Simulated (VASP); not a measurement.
Wanted: the native input for a VASP 6.6.1 run.

| Quantity | Value |
| --- | --- |
| Task | work function |
| Functional | PBE |
| Potentials or basis | VASP PAW PBE potentials, release 64 (Ga_d, N) |
| Cutoff | 520 eV |
| k mesh | 12 × 12 × 1 |
| Occupations | gaussian, width 0.03 eV |
| Spin | no spin polarisation |
| Dipole correction | yes |
| Further INCAR settings | ALGO = Fast; EDIFF = 1e-06 |

The structure of GaN lies in POSCAR:

```
GaN                                     
1.0
    3.1852258834      0.0000000000      0.0000000000
   -1.5926129417      2.7584865297      0.0000000000
    0.0000000000      0.0000000000     16.0000000000
  Ga              N             
     1     1
Direct
     0.3333330000000032    0.6666669999999968    0.5000000000000000
     0.6666669999999968    0.3333330000000032    0.5000000000000000
```

The cell was built by a generator and needn't be a form met in nature.

These files were run (other wordings do the same):

INCAR

```
SYSTEM = GaN
  PREC = Accurate
  ENCUT = 520
  EDIFF = 1E-6
  ISMEAR = 0
  SIGMA = 0.03
  LREAL = .False.
  LASPH = .True.
  NELM = 100
  ALGO = Fast
  ISIF = 2
  LWAVE = .False.
  LCHARG = .True.
  LDIPOL = .True.
  IDIPOL = 3
  DIPOL = 0.5 0.5 0.500
  GGA = PE
  LVHAR = .True.
  LVACPOTAV = .True.
  KPAR = 4
```

KPOINTS

```
regular mesh
0
Gamma
  12 12 1
  0 0 0
```

Potentials or basis: VASP PAW PBE potentials, release 64 (Ga_d, N).

The run is started by

```bash
$ cat potpaw_PBE.64/Ga_d/POTCAR potpaw_PBE.64/N/POTCAR > POTCAR
$ mpirun -np 4 vasp_std > vasp.out
```

Results of the run:

The band gap on the k mesh is 2.30 eV, indirect (least direct gap 2.55 eV) and the ionisation potential of the upper face is 5.29 eV.

It took 20 s on 4 MPI ranks on Intel(R) Xeon(R) Platinum 8259CL CPU @ 2.50GHz (Skylake/Cascade Lake) (shared host), peak memory 0.25 GiB a rank.
